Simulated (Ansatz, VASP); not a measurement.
Co: VASP beside Ansatz

INCAR

```
SYSTEM = Co
PREC = Accurate
ENCUT = 520
EDIFF = 1E-6
ISMEAR = -1
SIGMA = 0.1
LREAL = .FALSE.
LASPH = .TRUE.
NELM = 100
ALGO = Normal
ISIF = 2
LWAVE = .FALSE.
LCHARG = .TRUE.
GGA = RE
LELF = .TRUE.
LVHAR = .TRUE.
NBANDS = 10
```

KPOINTS

```
regular mesh
0
G
  15 15 15
  0 0 0
```

The input POSCAR:

```
Co
1.0
    2.3596390473      0.0000000000      0.0000000000
    0.0000000000      2.3596390473      0.0000000000
    0.0000000000      0.0000000000      2.3596390473
Co
1
Direct
    0.0000000000      0.0000000000      0.0000000000
```

Input for Ansatz:

```yaml
crystal:
  lattice:
    - [2.3596390473, 0.0, 0.0]
    - [0.0, 2.3596390473, 0.0]
    - [0.0, 0.0, 2.3596390473]
  atoms:
    - { symbol: Co, position: [0.0, 0.0, 0.0] }
hamiltonian:
  xc: revpbe
  pseudopotentials:
    kind: paw
    azcp:
      Co: "pseudopotentials/Co.paw.azcp"
basis:
  ecutwfc: 420
  fft_grid_basis: typed
kpoints:
  mp_grid: { grid: [15, 15, 15], shift: [0, 0, 0] }
magnetization:
  spin_polarized: false
scf:
  occupations: { method: fermi_dirac, width: 0.1 }
  lower_state_search: "off"
output:
  stress: true
  write_density: true
  write_potential: true
  elf: true
  volumetric_format: npy
```

Alike in both runs: task single point; functional revPBE; k mesh 15 × 15 × 15; occupations fermi-dirac, width 0.1 eV; no spin polarisation.

|  | VASP | Ansatz |
| --- | --- | --- |
| version | VASP 6.6.1 | Ansatz 0.2.0 |
| potentials or method | VASP PAW PBE potentials, release 64 (Co) | plane waves (420 eV) with PAW, scalar-relativistic |
| plane-wave cutoff (eV) | 520 | 420 |
| valence electrons in the cell | 9 | 17 |

|  | VASP | Ansatz | Ansatz less VASP |
| --- | --- | --- | --- |
| pressure (GPa) | -11.1 | -10.8 | +0.33 |

With one functional, cell and mesh, what is left measures potentials, basis and numerics. The two sets of potentials don't hold the same shells in valence.

Caveats: the PAW data sets were made with another functional, which shifts forces and pressure a little (VASP); the run has no spin polarisation, though such a crystal can be magnetic. Spin polarisation is off, so any magnetic state and its effect on volume and gap are missing.
